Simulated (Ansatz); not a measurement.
Harmonic thermodynamics of NaH

Method: DFT PBE, scalar-relativistic, plane waves, PAW (Ansatz 0.2.0). Cutoff 420 eV, 8×8×8 k-points (Γ-centred), fixed occupations. No spin polarisation. Phonons by linear response, acoustic sum rule imposed.

Relaxed structure:
```yaml
crystal:
  lattice:
    - [0.00000, 2.41584, 2.41584]
    - [2.41584, 0.00000, 2.41584]
    - [2.41584, 2.41584, 0.00000]
  atoms:
    - { symbol: Na, position: [0.00000, 0.00000, 0.00000] }
    - { symbol: H, position: [0.50000, 0.50000, 0.50000] }
```

The cell has the rock salt type, in a space group that the Crystallography Open Database lists for this formula; it was reached from a generator's guess.

Force constants from linear response on a 4×4×4 q mesh, interpolated to a fine mesh.

Phonon density of states, in bins of 20 cm⁻¹:
(bin centre (cm⁻¹), share of modes (%)): (10, 0.0), (30, 0.1), (50, 0.4), (70, 1.0), (90, 2.4), (110, 6.7), (130, 14.3), (150, 7.2), (170, 4.3), (190, 9.2), (210, 3.3), (230, 0.9), (250, 0.0), (270, 0.0), (290, 0.0), (310, 0.0), (330, 0.0), (350, 0.0), (370, 0.0), (390, 0.0), (410, 0.0), (430, 0.0), (450, 0.0), (470, 0.0), (490, 0.1), (510, 0.8), (530, 1.6), (550, 2.4), (570, 3.9), (590, 4.0), (610, 3.9), (630, 3.8), (650, 3.8), (670, 3.0), (690, 2.0), (710, 1.8), (730, 1.4), (750, 0.9), (770, 0.3), (790, 1.1), (810, 2.1), (830, 3.3), (850, 3.9), (870, 4.6), (890, 1.4)

(1) Give the zero-point energy per atom.

(2) How large are the vibrational entropy and heat capacity at 300 K?

(3) Tabulate them against temperature.

## Answers

(1) 78.6 meV.

(2) S = 2.36 k_B and C_V = 2.08 k_B per atom, 69 % of the Dulong–Petit value.

(3)
```csv
T (K),F_vib (meV/atom),S (k_B/atom),C_V (k_B/atom)
100,76.6,0.69,1.05
200,66.5,1.61,1.64
300,49.3,2.36,2.08
400,26.1,3.01,2.38
500,-2.2,3.56,2.56
600,-35.0,4.03,2.67
700,-71.6,4.45,2.75
800,-111.6,4.82,2.81
900,-154.6,5.16,2.84
1000,-200.4,5.46,2.87
```
